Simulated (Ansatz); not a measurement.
Crystal: GaN.

```
Ga N
1.0
     3.21154    0.00000    0.00000
    -1.60577    2.78127    0.00000
     0.00000    0.00000   10.35684
Ga N
4 4
Direct
  0.00000 0.00000 0.78587
  0.66667 0.33333 0.03735
  0.33333 0.66667 0.53735
  0.00000 0.00000 0.28587
  0.00000 0.00000 0.09304
  0.66667 0.33333 0.34375
  0.00000 0.00000 0.59304
  0.33333 0.66667 0.84374
```

The cell is a database's computed one.

Base run:

- Program: Ansatz 0.2.0
- Functional: PBEsol
- Potentials or basis: all-electron LAPW, scalar-relativistic
- Cutoff: 426 eV (chosen from the basis error)
- Basis error allowed: 0.001 eV/atom
- k mesh: 10 × 10 × 3
- Occupations: fermi-dirac, width 0.05 eV
- Spin: no spin polarisation

Its results: band gap on the k mesh 0.79 eV, direct; pressure -6.1 GPa; largest force 0.242 eV/Å.

Q: The run is repeated on the same cell with these changes: functional from PBEsol to PBE; basis error allowed from 0.001 eV/atom to 0.002 eV/atom. What comes out?

A: Band gap on the k mesh 0.83 eV, direct; pressure -0.2 GPa; largest force 0.321 eV/Å.
